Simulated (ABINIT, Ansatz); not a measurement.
# SiC (P6_3mc): G0W0 with ABINIT, start to end, part 3 of 3

Aim: the G0W0 gap of SiC (P6_3mc) on PBE, step by step.

ABINIT 10.8.3; PBE and many-body steps on it, plane waves. Known limits of the many-body steps: not at the basis limit; coarse k mesh.

So far. Step 3 (Bands along the symmetry lines): The gap is 2.022 eV, −0.004 eV from the run before at this level. Step 4 (Empty states on the mesh, 3×3×1 mesh, 537 bands): On this mesh the gap is 2.828 eV. The earlier step found 2.027 eV, so this mesh misses an edge.

### Step 5. Screening, 3×3×1 mesh, 489 bands, screening to 217.7 eV

The RPA dielectric matrix is built and inverted for each q.

This step: RPA screening on PBE, plane waves, norm-conserving pseudopotentials.

File run.abi:

```
acell 3*1.0 Angstrom
rprim 
  3.076621010229 -0.000000000007 0.000000000000
  -1.538310505109 2.664431952678 0.000000000000
  0.000000000000 0.000000000000 15.098084320000
ntypat 2
znucl 14 6
natom 12
typat 1 1 1 1 1 1 2 2 2 2 2 2
xred 
  0.333333333333 0.666666666667 0.832986150000
  0.666666666667 0.333333333333 0.332986150000
  0.666666666667 0.333333333333 0.666500600000
  0.333333333333 0.666666666667 0.166500600000
  0.000000000000 0.000000000000 0.499729420000
  0.000000000000 0.000000000000 0.999729420000
  0.000000000000 0.000000000000 0.874366410000
  0.000000000000 0.000000000000 0.374366410000
  0.333333333333 0.666666666667 0.707996780000
  0.666666666667 0.333333333333 0.207996780000
  0.666666666667 0.333333333333 0.541521640000
  0.333333333333 0.666666666667 0.041521640000
pp_dirpath "pseudos"
pseudos "Si.upf, C.upf"
ecut 37
ngkpt 3 3 1
nshiftk 1
shiftk 0 0 0
kptopt 1
chksymbreak 0
istwfk *1
occopt 1
irdwfk 1
optdriver 3
nband 489
ecuteps 8
inclvkb 2
awtr 1
symchi 1
indata_prefix "in"
outdata_prefix "out"
tmpdata_prefix "tmp"
```

Started as:

```sh
$ OMP_NUM_THREADS=1 mpirun -n 8 abinit run.abi > log
```

Numbers of over 12 decimals in the logs are rounded to 6 here.

The program printed:

```text
.Version 10.8.3 of ABINIT. v10.8.2 released Aug 2026.

 Symmetries : space group P6_3 m c (#186); Bravais hP (primitive hexag.)
[... echo of the input left out ...]
== DATASET  1 ==================================================================
-   mpi_nproc: 8, omp_nthreads: 1 (-1 if OMP is not activated)

--- !DatasetInfo
iteration_state: {dtset: 1, }
dimensions: {natom: 12, nkpt: 3, mband: 489, nsppol: 1, nspinor: 1, nspden: 1, mpw: 9054, }
cutoff_energies: {ecut:  37.0, pawecutdg:  -1.0, }
electrons: {nelect:   4.80000000E+01, charge:   0.00000000E+00, occopt:   1.00000000E+00, tsmear:   1.00000000E-02, }

 SCREENING: Calculation of the susceptibility and dielectric matrices

 Based on a program developped by R.W. Godby, V. Olevano, G. Onida, and L. Reining.
 Incorporated in ABINIT by V. Olevano, G.-M. Rignanese, and M. Torrent.
.Using double precision arithmetic ; gwpc =  8

[... cell and pseudopotentials left out ...]
--------------------------------------------------------------------------------

 ==== K-mesh for the wavefunctions ====
 Number of points in the irreducible wedge :     3
[... list of points left out ...]
 Together with 12 symmetry operations and time-reversal symmetry
 yields     9 points in the full Brillouin Zone.

 ==== Q-mesh for the screening function ====
 Number of points in the irreducible wedge :     3
[... list of points left out ...]
 Together with 12 symmetry operations and time-reversal symmetry
 yields     9 points in the full Brillouin Zone.

 setmesh: FFT mesh size selected  =    24x   24x  120
          total number of points  =        69120

 vcoul_init : cutoff-mode = AUXILIARY_FUNCTION
 q-points for optical limit:   1
     1)      0.000010    0.000020    0.000030

- screening: taking advantage of time-reversal symmetry
- Maximum band index for partially occupied states nbvw = 24
- Remaining bands to be divided among processors   nbcw = 465
- Number of bands treated by each node ~58

 Number of electrons calculated from density =   48.0000; Expected =   48.0000
 average of density, n =  0.057470
 r_s =    1.6075
 omega_plasma =   23.1248 [eV]

 calculating chi0 at frequencies [eV] :
  1    0.000000E+00    0.000000E+00
  2    0.000000E+00    2.312478E+01

--------------------------------------------------------------------------------
  q-point number  1        q = ( 0.000000, 0.000000, 0.000000) [r.l.u.]
--------------------------------------------------------------------------------
[... chi0 elements left out ...]
 For q-point:  0.000010 0.000020 0.000030
  dielectric constant =   9.7690
  dielectric constant without local fields =  10.6847

  Average fulfillment of the sum rule on Im[epsilon] for q-point    1 :     93.88  [%]
[... wings left out ...]
  q-point number  2        q = ( 0.333333, 0.000000, 0.000000) [r.l.u.]
--------------------------------------------------------------------------------
[... chi0 elements left out ...]
  Average fulfillment of the sum rule on Im[epsilon] for q-point    2 :     92.47  [%]

 [... 1 further q-points ...]
```

Wall time 2.1 min (8 MPI ranks of Arm Neoverse V1, shared host); peak memory 4.1 GiB; 17 min of CPU time.

Numbers from this step:

```yaml
eps_infinity_with_local_fields_on_this_mesh_along_the_program_s_q_direction: 9.769
the_same_without_local_fields: 10.68
plasma_frequency: 23.12 eV
plane_waves_in_the_screening_matrix: 937
```

Local fields lower ε∞ by 9 %. On a Γ-centred mesh this coarse the value itself is usually too large, while a short band sum pulls it down.

### Step 6. Self-energy, 3×3×1 mesh, 489 bands, screening to 217.7 eV

The self-energy is evaluated for the states that the input lists, and the levels follow from it, in one-shot runs by the linearised quasiparticle equation.

This step: G0W0 on PBE, plane waves, norm-conserving pseudopotentials.

run.abi: that of step 5 with these lines changed.

```diff
@@ -33,8 +33,17 @@
 irdwfk 1
-optdriver 3
+optdriver 4
 nband 489
+gwcalctyp 0
+ecutsigx 37
+symsigma 1
+nkptgw 2
+kptgw 
+  0.0000000000 0.0000000000 0.0000000000
+  0.3333333333 0.0000000000 0.0000000000
+bdgw 
+  23 26
+  23 26
 ecuteps 8
-inclvkb 2
-awtr 1
-symchi 1
+irdscr 1
+ppmodel 1
 indata_prefix "in"
```

The program printed:

```text
.Version 10.8.3 of ABINIT. v10.8.2 released Aug 2026.

 Symmetries : space group P6_3 m c (#186); Bravais hP (primitive hexag.)
[... echo of the input left out ...]
== DATASET  1 ==================================================================
-   mpi_nproc: 8, omp_nthreads: 1 (-1 if OMP is not activated)

--- !DatasetInfo
iteration_state: {dtset: 1, }
dimensions: {natom: 12, nkpt: 3, mband: 489, nsppol: 1, nspinor: 1, nspden: 1, mpw: 9054, }
cutoff_energies: {ecut:  37.0, pawecutdg:  -1.0, }
electrons: {nelect:   4.80000000E+01, charge:   0.00000000E+00, occopt:   1.00000000E+00, tsmear:   1.00000000E-02, }

 SIGMA: Calculation of the GW corrections

 Based on a program developped by R.W. Godby, V. Olevano, G. Onida, and L. Reining.
 Incorporated in ABINIT by V. Olevano, G.-M. Rignanese, and M. Torrent.
.Using double precision arithmetic ; gwpc =  8

[... cell and pseudopotentials left out ...]
--------------------------------------------------------------------------------

 ==== K-mesh for the wavefunctions ====
 Number of points in the irreducible wedge :     3
[... list of points left out ...]
 Together with 12 symmetry operations and time-reversal symmetry
 yields     9 points in the full Brillouin Zone.

 ==== Q-mesh for screening function ====
 Number of points in the irreducible wedge :     3
[... list of points left out ...]
 Together with 12 symmetry operations and time-reversal symmetry
 yields     9 points in the full Brillouin Zone.

 vcoul_init : cutoff-mode = AUXILIARY_FUNCTION
 q-points for optical limit:   1
     1)      0.000010    0.000020    0.000030
 setmesh: FFT mesh size selected  =    27x   27x  160
          total number of points  =       116640

 Number of electrons calculated from density =   48.0000; Expected =   48.0000
 average of density, n =  0.057470
 r_s =    1.6075
 omega_plasma =   23.1248 [eV]

 === KS Band Gaps ===
  >>>> For spin  1
   Minimum direct gap =   3.6536 [eV], located at k-point      :   0.3333  0.0000  0.0000
   Fundamental gap    =   2.8282 [eV], Top of valence bands at :   0.0000  0.0000  0.0000
                                       Bottom of conduction at :   0.3333  0.0000  0.0000
 SIGMA fundamental parameters:
 PLASMON POLE MODEL  1
 number of plane-waves for SigmaX                 8941
 number of plane-waves for SigmaC and W            937
 number of plane-waves for wavefunctions          8941
 number of bands                                   489
 number of independent spin polarizations            1
 number of spinorial components                      1
 number of k-points in IBZ                           3
 number of q-points in IBZ                           3
 number of symmetry operations                      12
 number of k-points in BZ                            9
 number of q-points in BZ                            9
 number of frequencies for dSigma/dE                 9
 frequency step for dSigma/dE [eV]                0.25
 number of omega for Sigma on real axis              0
 max omega for Sigma on real axis  [eV]           0.00
 zcut for avoiding poles [eV]                     0.10

 EPSILON^-1 parameters (SCR file):
 dimension of the eps^-1 matrix on file            937
 dimension of the eps^-1 matrix used               937
 number of plane-waves for wavefunctions          8941
 number of bands                                   489
 number of q-points in IBZ                           3
 number of frequencies                               2
 number of real frequencies                          1
 number of imag frequencies                          1

 matrix elements of self-energy operator (all in [eV])

 Perturbative Calculation

--- !SelfEnergy_ee
iteration_state: {dtset: 1, }
kpoint     : [   0.000,    0.000,    0.000, ]
spin       : 1
KS_gap     :    5.203
QP_gap     :    6.130
Delta_QP_KS:    0.928
data: !SigmaeeData |
     Band     E0 <VxcDFT>   SigX SigC(E0)      Z dSigC/dE  Sig(E)    E-E0       E
       23   6.915 -15.016 -18.354   2.484   0.788  -0.270 -15.689  -0.673   6.242
       24   6.915 -15.016 -18.354   2.484   0.788  -0.270 -15.689  -0.673   6.242
       25  12.118 -12.104  -6.525  -5.260   0.799  -0.251 -11.849   0.255  12.373
       26  12.288 -12.048  -6.439  -5.298   0.799  -0.252 -11.800   0.248  12.535

--- !SelfEnergy_ee
iteration_state: {dtset: 1, }
kpoint     : [   0.333,    0.000,    0.000, ]
spin       : 1
KS_gap     :    3.654
QP_gap     :    4.511
Delta_QP_KS:    0.857
data: !SigmaeeData |
     Band     E0 <VxcDFT>   SigX SigC(E0)      Z dSigC/dE  Sig(E)    E-E0       E
       23   5.831 -14.388 -17.676   2.359   0.789  -0.268 -15.120  -0.732   5.098
       24   6.089 -14.661 -18.246   2.608   0.787  -0.271 -15.430  -0.768   5.321
       25   9.743 -10.729  -5.997  -4.623   0.812  -0.231 -10.641   0.089   9.832
       26   9.831 -10.679  -5.901  -4.651   0.812  -0.231 -10.576   0.103   9.934

== END DATASET(S) ==============================================================
================================================================================

 -outvars: echo values of variables after computation  --------
           etotal      0.0000000000E+00
            nband         489
             nkpt           3
          spgroup         186
 [... the other variables as echoed above ...]

 Calculation completed.
```

Elapsed: 95 s, on 8 MPI ranks; peak memory 4 GiB.

Numbers from this step:

```yaml
g0w0_gap_on_the_points_computed: 3.590 eV
starting_gap_on_the_mesh: 2.828 eV
k_of_the_valence_top: 0, 0, 0
k_of_the_conduction_bottom: 0.3333, 0, 0
z_at_the_valence_top: 0.788
z_at_the_conduction_bottom: 0.812
least_direct_g0w0_gap_on_the_computed_points: 4.511 eV
```

The gap on the mesh goes from 2.83 eV to 3.59 eV, a correction of +0.76 eV. The start differs from the 2.03 eV found before because the two sample other k points.

Limits: finite bands, cutoff and mesh; coarse k mesh. v1 is the top filled band, c1 the lowest empty one. Levels before and after the correction, in eV, zero at the valence-band top of each column:

```
           conduction bottom  valence top
Kohn-Sham               2.83         0.00
     G0W0               3.59         0.00
```

|  | level | energy (eV) |
| --- | --- | --- |
| Kohn-Sham | Γ v2-v1 | 0.000 |
| Kohn-Sham | Γ c1 | 5.203 |
| Kohn-Sham | Γ c2 | 5.373 |
| Kohn-Sham | (0.333 0 0) v2 | -1.084 |
| Kohn-Sham | (0.333 0 0) v1 | -0.826 |
| Kohn-Sham | (0.333 0 0) c1 | 2.828 |
| Kohn-Sham | (0.333 0 0) c2 | 2.916 |
| G0W0 | Γ v2-v1 | 0.000 |
| G0W0 | Γ c1 | 6.131 |
| G0W0 | Γ c2 | 6.293 |
| G0W0 | (0.333 0 0) v2 | -1.144 |
| G0W0 | (0.333 0 0) v1 | -0.921 |
| G0W0 | (0.333 0 0) c1 | 3.590 |
| G0W0 | (0.333 0 0) c2 | 3.692 |

### Step 7. Where the time went

Times are wall times on the hardware named with each run. The host was busy with other work, so they are no guide to cost.

```csv
step,time,share,memory (GiB)
ground state,31 s,5 %,0.83
bands along the symmetry lines,35 s,6 %,0.77
empty states on the mesh,5 min,51 %,0.55
screening,2.1 min,22 %,4.1
self-energy,95 s,16 %,4.0
```

### Step 8. What came out

```
PBE gap                              : 2.02 eV, indirect
G0W0 gap on the mesh                 : 3.59 eV
G0W0 gap over the zone (rigid shift) : 2.78 eV
GW settings                          : 3×3×1 mesh, 489 bands, screening to 217.7 eV, Godby-Needs plasmon pole
known limits                         : not at the basis limit; coarse k mesh
```

In words: G0W0 moves the gap on the mesh from 2.83 eV to 3.59 eV (+0.76 eV), with Z of 0.79 and 0.81 at the edges. The mesh misses the band edges by 0.81 eV in all; a rigid shift gives 2.78 eV for the zone. Local fields lower the RPA ε∞ on this mesh from 10.68 to 9.77; a Γ-centred mesh this coarse tends to raise both, most where the direct gap is narrow, while a short band sum lowers them. Only 2 of the mesh's irreducible points were corrected, so a valley elsewhere could overtake. The dearest step here is «empty states on the mesh». Against experiment, by G0W0@PBE: the gap of 2.78 eV lies −0.22 eV from the measured 3 eV (optical, 2017); the gap of 2.78 eV lies −0.25 eV from the measured 3.03 eV (indirect, quoted 2018); the gap of 2.78 eV lies −0.24 eV from the measured 3.02 eV (kind not stated, quoted 2020). An exciton line or allowed optical edge lies below the quasiparticle gap by the binding energy; a forbidden edge can push the onset above it. The calculation has static nuclei and no excitons; a measured gap holds zero-point and thermal motion, which mostly lowers it. Bands and cutoff are finite, so the gap is not at the basis limit. The miss can reach some tenths of an eV and take either sign; the mesh is an error of its own. In the G0W0 run levels were corrected at 2 k points alone, so a gap called «on the mesh» is the least over those, and an edge elsewhere would be missed. A denser mesh or path gives a starting gap of 2.02 eV: the GW mesh misses a band edge, so its gaps are not the fundamental one. The 3×3×1 mesh is coarse for this cell, which bears on the long-range parts of exchange and screening.

[Paths, hosts, dates, memory and timing lines, banners, echoed tables and standing remarks are left out of the program output.]

[Logs are printed without paths, hosts, clocks, repeated set-up lines and the standing remarks that a program may print on its own settings, such as how far it seeks lower states.]

[Runs of the session that timed out or met a known fault of the program may be left out.]

[Hosts, paths, dates, database ids (printed as entryN), source tags and the programs' standing remarks are cut or masked in the printed files.]

[G0W0 gaps are taken among the corrected bands and points alone; a level outside them can change the order at an edge.]

[Where Ansatz stands beside ABINIT at settings called matched, ABINIT's density can come from a denser mesh and the files from another edition; pairs whose starting gaps differed by over 0.03 eV were left out, so agreement reads better than it is.]
